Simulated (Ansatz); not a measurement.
Au in Ansatz: convergence with cutoff

Au:

```
Au
1.0
    -1.65727    1.65727    1.65727
     1.65727   -1.65727    1.65727
     1.65727    1.65727   -1.65727
Au
1
Direct
  0.00000 0.00000 0.00000
```

This isn't the form of Au at room conditions, which is fcc.

* Program: Ansatz 0.2.0
* Task: convergence study
* Functional: LDA
* Potentials or basis: all-electron LAPW, scalar-relativistic
* Cutoff: 110 eV
* Density cutoff: 440 eV
* Basis error allowed: 0.001 eV/atom
* k mesh: 11 × 11 × 11
* Occupations: fermi-dirac, width 0.05 eV
* Spin: no spin polarisation

These are the settings of the first run; the series varies cutoff, with any setting tied to it.

Hardware: 1 thread of Intel(R) Xeon(R) Processor @ 2.50GHz (Skylake/Cascade Lake), with other jobs on the host.

Task: The values tried are 80, 110 eV, 140 eV, 180 eV, 230 eV, 290 eV, 360 eV, 450 eV, 560 eV, loosest first. From which on does the energy stay within 1 meV/atom of the tightest run that finished?

Result: From 230 eV on.

```csv
cutoff,"energy less the tightest run, at zero smearing (meV/atom)",pressure (GPa),SCF cycles,CPU time (s),peak memory (GiB)
80,refused,-,-,-,-
110 eV,113.43,-11.91,6,11,0.28
140 eV,24.15,-12.83,6,9.3,0.28
180 eV,3.71,-13.02,6,11,0.28
230 eV,0.44,-13.05,6,13,0.29
290 eV,0.02,-13.05,6,17,0.3
360 eV,-0.02,-13.05,6,18,0.31
450 eV,0.00,-13.05,6,25,0.37
560 eV,0.00,-13.05,6,36,0.45
```

Against the tightest run, the pressure stays within 0.1 GPa from 180 eV on. The tightest run that finished is the yardstick and may itself not be fully converged.

Spin-orbit coupling is left out, which matters for the levels of Au.
